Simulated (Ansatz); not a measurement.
## C in Ansatz: the effect of functional

C:

```
C
1.0
     4.25517    0.00000    0.00000
     0.00000    4.25517    0.00000
     0.00000    0.00000    1.28229
C
1
Cartesian
  2.1276 2.1276 0.6411
```

The cell was built by a generator and needn't be a form met in nature.

Alike in all runs:

| Quantity | Value |
| --- | --- |
| Program | Ansatz 0.2.0 |
| Potentials or basis | Ansatz PAW |
| k mesh | 4 × 4 × 11 |
| Occupations | fermi-dirac, width 0.05 eV |
| Spin | no spin polarisation |

**Question.** One run gave: pressure -2.8 GPa. Which functional did it use?
A. LDA
B. PBEsol
C. r2SCAN0
D. HSE06
E. revPBE

**Answer.** C.

```csv
functional,cutoff,pressure (GPa)
LDA,420 eV (not typed: the program's choice for these potentials),-1.2
PBEsol,420 eV (not typed: the program's choice for these potentials),0.3
RPBE,420 eV (not typed: the program's choice for these potentials),1.7
revPBE,420 eV (not typed: the program's choice for these potentials),1.5
BLYP,420 eV (not typed: the program's choice for these potentials),0.6
r2SCAN,500 eV (not typed: the program's choice for these potentials),-1.3
HSE06,420 eV (not typed: the program's choice for these potentials),-1.4
PBE0,420 eV (not typed: the program's choice for these potentials),-1.6
r2SCAN0,500 eV (not typed: the program's choice for these potentials),-2.8
```

Caveats: all runs use coarse meshes; the PAW data sets come from PBE, with cores solved anew for the run's functional, which leaves a small shift of forces and pressure; the thresholds are loose for stress (some runs).

Runs at the PBE level aren't shown here.
